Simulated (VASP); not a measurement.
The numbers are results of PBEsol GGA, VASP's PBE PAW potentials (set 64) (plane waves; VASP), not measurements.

VASP ran on this input.

File KPOINTS:
```
Automatic mesh
0
Gamma
5 4 1
0 0 0
```

### INCAR
```
! general
SYSTEM  = BaF2(110) slab
PREC    = Normal
ENCUT   = 450
LREAL   = Auto   ! projection in real space or not
LASPH   = T

! electronic loop
EDIFF   = 1E-5   ! SCF stop (eV)
NELM    = 100   ! most electronic steps
NELMIN  = 4
ALGO    = Normal   ! blocked Davidson
LMAXMIX = 4   ! l cut-off of mixed one-centre charges

! smearing
ISMEAR  = 0   ! Gaussian
SIGMA   = 0.05   ! width (eV)

! functional
GGA     = PS

! ions
IBRION  = 2   ! conjugate gradients
NSW     = 50   ! most ionic steps
ISIF    = 2
EDIFFG  = -0.03   ! ionic stop

! output
LWAVE   = T
LCHARG  = F

! other
LDIPOL  = T
IDIPOL  = 3
DIPOL   = 0.5 0.5 0.5
```

File POSCAR:
```
BaF2(110) slab
1
    4.3677224678     0.0000000000     0.0000000000
    0.0000000000     6.1768924118    -0.0000000000
   -0.0000000000    -0.0000000000    28.0472619482
Ba F
6 12
Direct
  0.0000000000   0.0000000000   0.3053410000
  0.5000000000   0.5000000000   0.3832050000
  0.0000000000   0.0000000000   0.4610680000
  0.5000000000   0.5000000000   0.5389320000
  0.0000000000   0.0000000000   0.6167950000
  0.5000000000   0.5000000000   0.6946590000
  0.5000000000   0.2500000000   0.3053410000
  0.0000000000   0.2500000000   0.3832050000
  0.0000000000   0.7500000000   0.3832050000
  0.5000000000   0.7500000000   0.3053410000
  0.5000000000   0.2500000000   0.4610680000
  0.0000000000   0.2500000000   0.5389320000
  0.0000000000   0.7500000000   0.5389320000
  0.5000000000   0.7500000000   0.4610680000
  0.5000000000   0.2500000000   0.6167950000
  0.0000000000   0.2500000000   0.6946590000
  0.0000000000   0.7500000000   0.6946590000
  0.5000000000   0.7500000000   0.6167950000
```

POTCAR, in this order: Ba_sv F (PBE.64 set). Program: vasp_std.

The resulting files:

### OSZICAR
```
...
DAV:   4    -0.104210150219E+03    0.14279E-02   -0.57444E-03  1696   0.413E-01    0.844E-02
DAV:   5    -0.104210194518E+03   -0.44300E-04   -0.14647E-03  1888   0.155E-01    0.468E-02
DAV:   6    -0.104210329827E+03   -0.13531E-03   -0.45303E-04  1768   0.893E-02    0.241E-02
DAV:   7    -0.104210370774E+03   -0.40947E-04   -0.10299E-04  1736   0.465E-02    0.145E-02
DAV:   8    -0.104210522563E+03   -0.15179E-03   -0.12556E-04  1666   0.620E-02    0.152E-02
DAV:   9    -0.104210565999E+03   -0.43437E-04   -0.32300E-05  1384   0.245E-02    0.960E-03
DAV:  10    -0.104210650142E+03   -0.84142E-04   -0.85914E-05  1568   0.381E-02    0.189E-02
DAV:  11    -0.104210703153E+03   -0.53011E-04   -0.42224E-05  1440   0.357E-02    0.278E-03
DAV:  12    -0.104210718504E+03   -0.15351E-04   -0.60863E-06  1046   0.894E-03    0.147E-03
DAV:  13    -0.104210734438E+03   -0.15934E-04   -0.30885E-06  1038   0.478E-03    0.160E-03
DAV:  14    -0.104210738704E+03   -0.42656E-05   -0.10143E-06  1050   0.368E-03
   2 F= -.10421074E+03 E0= -.10421074E+03  d E =-.114267E+00
       N       E                     dE             d eps       ncg     rms          rms(c)
DAV:   1    -0.104151691550E+03    0.59043E-01   -0.74397E+01  1548   0.321E+01    0.165E+00
DAV:   2    -0.104307285370E+03   -0.15559E+00   -0.17376E+00  1686   0.458E+00    0.815E-01
DAV:   3    -0.104300392416E+03    0.68930E-02   -0.50920E-02  2176   0.853E-01    0.444E-01
DAV:   4    -0.104295719466E+03    0.46729E-02   -0.15743E-02  1776   0.696E-01    0.158E-01
DAV:   5    -0.104295549967E+03    0.16950E-03   -0.42967E-03  1936   0.277E-01    0.721E-02
DAV:   6    -0.104295727449E+03   -0.17748E-03   -0.76610E-04  2040   0.130E-01    0.320E-02
DAV:   7    -0.104295894148E+03   -0.16670E-03   -0.25277E-04  1904   0.867E-02    0.205E-02
DAV:   8    -0.104296112132E+03   -0.21798E-03   -0.17364E-04  1704   0.685E-02    0.139E-02
DAV:   9    -0.104296202774E+03   -0.90642E-04   -0.67341E-05  1752   0.321E-02    0.928E-03
DAV:  10    -0.104296317901E+03   -0.11513E-03   -0.26350E-05  1298   0.223E-02    0.105E-02
DAV:  11    -0.104296391457E+03   -0.73556E-04   -0.26740E-05  1316   0.236E-02    0.307E-03
DAV:  12    -0.104296423877E+03   -0.32420E-04   -0.98978E-06  1110   0.115E-02    0.481E-03
DAV:  13    -0.104296439477E+03   -0.15600E-04   -0.36083E-06  1032   0.987E-03    0.238E-03
DAV:  14    -0.104296444675E+03   -0.51981E-05   -0.62418E-06  1082   0.120E-02
   3 F= -.10429644E+03 E0= -.10429644E+03  d E =-.199973E+00
       N       E                     dE             d eps       ncg     rms          rms(c)
DAV:   1    -0.104293774471E+03    0.26650E-02   -0.25174E+00  1602   0.589E+00    0.298E-01
DAV:   2    -0.104298402184E+03   -0.46277E-02   -0.51596E-02  1704   0.797E-01    0.136E-01
DAV:   3    -0.104298250136E+03    0.15205E-03   -0.13680E-03  2152   0.138E-01    0.756E-02
DAV:   4    -0.104298140898E+03    0.10924E-03   -0.52747E-04  1788   0.134E-01    0.195E-02
DAV:   5    -0.104298159620E+03   -0.18722E-04   -0.13464E-04  1784   0.461E-02    0.132E-02
DAV:   6    -0.104298181058E+03   -0.21438E-04   -0.28406E-05  1314   0.231E-02    0.656E-03
DAV:   7    -0.104298189425E+03   -0.83673E-05   -0.63845E-06  1088   0.116E-02
   4 F= -.10429819E+03 E0= -.10429819E+03  d E =-.201717E+00
       N       E                     dE             d eps       ncg     rms          rms(c)
DAV:   1    -0.104303705332E+03   -0.55243E-02   -0.12884E+01  1548   0.132E+01    0.471E-01
DAV:   2    -0.104326406306E+03   -0.22701E-01   -0.26694E-01  1736   0.179E+00    0.232E-01
DAV:   3    -0.104326017548E+03    0.38876E-03   -0.84088E-03  2256   0.271E-01    0.137E-01
DAV:   4    -0.104324973271E+03    0.10443E-02   -0.11304E-03  1792   0.187E-01    0.535E-02
DAV:   5    -0.104324691344E+03    0.28193E-03   -0.71269E-04  1872   0.150E-01    0.245E-02
DAV:   6    -0.104324615562E+03    0.75782E-04   -0.22048E-04  1968   0.871E-02    0.180E-02
DAV:   7    -0.104324575050E+03    0.40512E-04   -0.63568E-05  1576   0.505E-02    0.133E-02
DAV:   8    -0.104324571961E+03    0.30885E-05   -0.51380E-05  1686   0.521E-02
   5 F= -.10432457E+03 E0= -.10432457E+03  d E =-.263825E-01
       N       E                     dE             d eps       ncg     rms          rms(c)
DAV:   1    -0.104317400062E+03    0.71750E-02   -0.81248E+00  1548   0.105E+01    0.371E-01
DAV:   2    -0.104331682079E+03   -0.14282E-01   -0.16791E-01  1720   0.144E+00    0.184E-01
DAV:   3    -0.104331425317E+03    0.25676E-03   -0.53268E-03  2272   0.214E-01    0.110E-01
DAV:   4    -0.104330724287E+03    0.70103E-03   -0.82260E-04  1848   0.156E-01    0.413E-02
DAV:   5    -0.104330577580E+03    0.14671E-03   -0.42708E-04  1896   0.114E-01    0.204E-02
DAV:   6    -0.104330520056E+03    0.57524E-04   -0.12205E-04  1864   0.771E-02    0.138E-02
DAV:   7    -0.104330500228E+03    0.19828E-04   -0.39804E-05  1528   0.490E-02    0.876E-03
DAV:   8    -0.104330511549E+03   -0.11321E-04   -0.34949E-05  1432   0.410E-02    0.430E-03
DAV:   9    -0.104330534212E+03   -0.22663E-04   -0.25672E-05  1346   0.250E-02    0.737E-03
DAV:  10    -0.104330541837E+03   -0.76249E-05   -0.29887E-06  1096   0.648E-03
   6 F= -.10433054E+03 E0= -.10433054E+03  d E =-.323524E-01
       N       E                     dE             d eps       ncg     rms          rms(c)
DAV:   1    -0.104325557441E+03    0.49768E-02   -0.72670E+00  1548   0.107E+01    0.352E-01
DAV:   2    -0.104338911205E+03   -0.13354E-01   -0.14662E-01  1800   0.145E+00    0.161E-01
DAV:   3    -0.104338500119E+03    0.41109E-03   -0.31168E-03  2320   0.196E-01    0.990E-02
DAV:   4    -0.104337899683E+03    0.60044E-03   -0.93550E-04  1888   0.184E-01    0.356E-02
DAV:   5    -0.104337837789E+03    0.61894E-04   -0.39722E-04  1816   0.102E-01    0.192E-02
DAV:   6    -0.104337786430E+03    0.51358E-04   -0.92014E-05  1856   0.888E-02    0.104E-02
DAV:   7    -0.104337781720E+03    0.47106E-05   -0.64372E-05  1658   0.463E-02
   7 F= -.10433778E+03 E0= -.10433778E+03  d E =-.723988E-02
       N       E                     dE             d eps       ncg     rms          rms(c)
DAV:   1    -0.104334717290E+03    0.30691E-02   -0.23138E+00  1548   0.607E+00    0.199E-01
DAV:   2    -0.104338935957E+03   -0.42187E-02   -0.46548E-02  1800   0.817E-01    0.897E-02
DAV:   3    -0.104338804184E+03    0.13177E-03   -0.10079E-03  2352   0.115E-01    0.560E-02
DAV:   4    -0.104338604582E+03    0.19960E-03   -0.31653E-04  1800   0.113E-01    0.203E-02
DAV:   5    -0.104338586475E+03    0.18107E-04   -0.13722E-04  1802   0.592E-02    0.117E-02
DAV:   6    -0.104338568773E+03    0.17702E-04   -0.29538E-05  1424   0.543E-02    0.619E-03
DAV:   7    -0.104338568373E+03    0.40019E-06   -0.33849E-05  1420   0.329E-02
   8 F= -.10433857E+03 E0= -.10433857E+03  d E =-.802654E-02
       N       E                     dE             d eps       ncg     rms          rms(c)
DAV:   1    -0.104338527042E+03    0.41731E-04   -0.47883E-02  1590   0.873E-01    0.276E-02
DAV:   2    -0.104338618163E+03   -0.91120E-04   -0.96514E-04  1724   0.116E-01    0.132E-02
DAV:   3    -0.104338616306E+03    0.18568E-05   -0.16935E-05  1258   0.158E-02    0.806E-03
DAV:   4    -0.104338615072E+03    0.12336E-05   -0.80546E-06   984   0.169E-02
   9 F= -.10433862E+03 E0= -.10433862E+03  d E =-.807324E-02
       N       E                     dE             d eps       ncg     rms          rms(c)
DAV:   1    -0.104338585032E+03    0.31273E-04   -0.74777E-01  1676   0.337E+00    0.127E-01
DAV:   2    -0.104340039694E+03   -0.14547E-02   -0.16546E-02  1664   0.473E-01    0.592E-02
DAV:   3    -0.104340027404E+03    0.12290E-04   -0.51973E-04  2312   0.741E-02    0.343E-02
DAV:   4    -0.104340001694E+03    0.25710E-04   -0.10794E-04  1628   0.556E-02    0.121E-02
DAV:   5    -0.104340004507E+03   -0.28128E-05   -0.26610E-05  1352   0.246E-02
  10 F= -.10434000E+03 E0= -.10434000E+03  d E =-.138943E-02
```

**OUTCAR**
```
------------------------ aborting loop because EDIFF is reached ----------------------------------------
  FORCE on cell =-STRESS in cart. coord.  units (eV):
  Direction    XX          YY          ZZ          XY          YZ          ZX
  --------------------------------------------------------------------------------------
  Total       -6.3440815     -3.0406119     -4.7724181      0.0000000      0.0000000      0.0000000
  in kB      -13.4327147     -6.4380751    -10.1049349      0.0000000      0.0000000      0.0000000
  external PRESSURE =      -9.9919082 kB  Pullay stress =       0.0000000 kB
  volume of cell :      756.69
      direct lattice vectors                 reciprocal lattice vectors
     4.367722468  0.000000000  0.000000000     0.228952276  0.000000000  0.000000000
     0.000000000  6.176892412  0.000000000     0.000000000  0.161893705  0.000000000
     0.000000000  0.000000000 28.047261948     0.000000000  0.000000000  0.035654104
 POSITION                                       TOTAL-FORCE (eV/Angst)
 -----------------------------------------------------------------------------------
      0.00000      6.17689      8.67479        -0.000000     -0.000000      0.013260
      2.18386      3.08845     10.64217        -0.000000     -0.000000      0.005033
      0.00000      6.17689     12.96652        -0.000000     -0.000000     -0.028504
      2.18386      3.08845     15.08074        -0.000000     -0.000000      0.028504
      0.00000      6.17689     17.40509        -0.000000     -0.000000     -0.005033
      2.18386      3.08845     19.37247        -0.000000     -0.000000     -0.013260
      2.18386      1.44083      8.58260        -0.000000      0.016073      0.016054
      0.00000      1.53197     10.73241        -0.000000     -0.002270      0.029493
      0.00000      4.64492     10.73241        -0.000000      0.002270      0.029493
      2.18386      4.73607      8.58260        -0.000000     -0.016073      0.016054
      2.18386      1.55033     12.90950        -0.000000     -0.004905     -0.016071
      0.00000      1.53812     15.13777        -0.000000      0.004905      0.016071
      0.00000      4.63878     15.13777        -0.000000     -0.004905      0.016071
      2.18386      4.62656     12.90950         0.000000      0.004905     -0.016071
      2.18386      1.55648     17.31485        -0.000000      0.002270     -0.029493
      0.00000      1.64762     19.46466        -0.000000     -0.016073     -0.016054
      0.00000      4.52927     19.46466        -0.000000      0.016073     -0.016054
      2.18386      4.62042     17.31485        -0.000000     -0.002270     -0.029493
 -----------------------------------------------------------------------------------
    total drift:                                0.000000      0.000000     -0.000000
  FREE ENERGIE OF THE ION-ELECTRON SYSTEM (eV)
  ---------------------------------------------------
  free  energy   TOTEN  =      -104.3400045068 eV

  energy  without entropy=     -104.3400045068  energy(sigma->0) =     -104.34000451

 reached required accuracy - stopping structural energy minimisation
```
(Selected blocks of OUTCAR.)

CONTCAR:
```
BaF2(110) slab
   1.00000000000000
     4.3677224678000002    0.0000000000000000    0.0000000000000000
     0.0000000000000000    6.1768924117999999    0.0000000000000000
     0.0000000000000000    0.0000000000000000   28.0472619481999992
  Ba              F
     6    12
Direct
     0.0000000000000000    1.0000000000000000    0.3092918258076650
     0.5000000000000000    0.5000000000000000    0.3794369955920270
     0.0000000000000000    1.0000000000000000    0.4623097391353445
     0.5000000000000000    0.5000000000000000    0.5376902608646553
     0.0000000000000000    1.0000000000000000    0.6205630044079729
     0.5000000000000000    0.5000000000000000    0.6907081741923352
     0.5000000000000000    0.2332607468116046    0.3060048666326931
     0.0000000000000000    0.2480162986669577    0.3826544701251388
     0.0000000000000000    0.7519837013330425    0.3826544701251388
     0.5000000000000000    0.7667392531883954    0.3060048666326931
     0.5000000000000000    0.2509884885802255    0.4602765044363522
     0.0000000000000000    0.2490115114197745    0.5397234955636481
     0.0000000000000000    0.7509884885802255    0.5397234955636481
     0.5000000000000000    0.7490115114197745    0.4602765044363522
     0.5000000000000000    0.2519837013330424    0.6173455298748611
     0.0000000000000000    0.2667392531883953    0.6939951333673069
     0.0000000000000000    0.7332607468116046    0.6939951333673069
     0.5000000000000000    0.7480162986669575    0.6173455298748611
```

At this cut-off the stress carries a Pulay error, which pulls relaxed volumes low.

The cell is a thin slab with vacuum, built from BaF2 (fluorite): (110) face.
